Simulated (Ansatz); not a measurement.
A (101) slab of Si$_{2}$W (I4/mmm (No. 139)), 11 planes, outer planes Si (top) and Si (bottom), with 11 atoms (Si8W3) in a surface cell of A = 13.729 Å², as cut from the bulk:

```
CELL_PARAMETERS angstrom
3.22900 0.00000 0.00000
-1.61450 4.25186 0.00000
0.00000 0.00000 24.94977
ATOMIC_POSITIONS crystal
Si 0.71367 0.42733 0.30060
Si 0.43052 0.86104 0.34022
W 0.14418 0.28837 0.38027
Si 0.85785 0.71570 0.42033
Si 0.57470 0.14940 0.45994
W 0.28837 0.57673 0.50000
Si 0.00203 0.00407 0.54006
Si 0.71889 0.43777 0.57967
W 0.43255 0.86510 0.61973
Si 0.14622 0.29243 0.65978
Si 0.86307 0.72614 0.69940
```

Level of theory: DFT PBE, scalar-relativistic, plane waves, PAW (Ansatz). Settings: cutoff 420 eV, Γ-centred mesh 11×8×1 on the computed 11-atom cell, Gaussian smearing of 0.10 eV; no spin polarisation. The cell repeats along c with a dipole correction in the vacuum.

The relaxed slab holds 3 formula units of Si2W and 2 further Si. Against those formula units in the bulk and the further Si in its standard state it lies 3.909 eV higher. The formation energy of Si2W from the standard states is -1.017 eV a formula unit (uncorrected, no zero-point or thermal terms).

**Question.** Over what range can the chemical potential of Si vary, and what is the surface energy at both ends?

**Answer.** In contact with the bulk, 2μ(Si) + μ(W) is fixed. With Δμ counted from the standard states, Δμ(Si) ≤ 0 keeps elemental Si from forming, and Δμ(W) ≤ 0 requires Δμ(Si) ≥ ΔH/2 = -0.508 eV. Other compounds of Si and W can narrow this range. Then γ, the mean of both faces, = [3.909 eV − 2.00·Δμ(Si)]/(2A). At the Si-rich end (Δμ = 0): 3.909/(2 × 13.729) × 16.02 = 2.28 J/m². At the Si-poor end: (3.909 + 1.016)/(2 × 13.729) × 16.02 = 2.87 J/m².

**Question.** How does its energy depend on growth conditions?

**Answer.** It carries an excess of Si, so its energy falls by 1.17 J/m² for each eV that μ(Si) rises: Si-rich conditions lower it; whether it appears depends on the other terminations.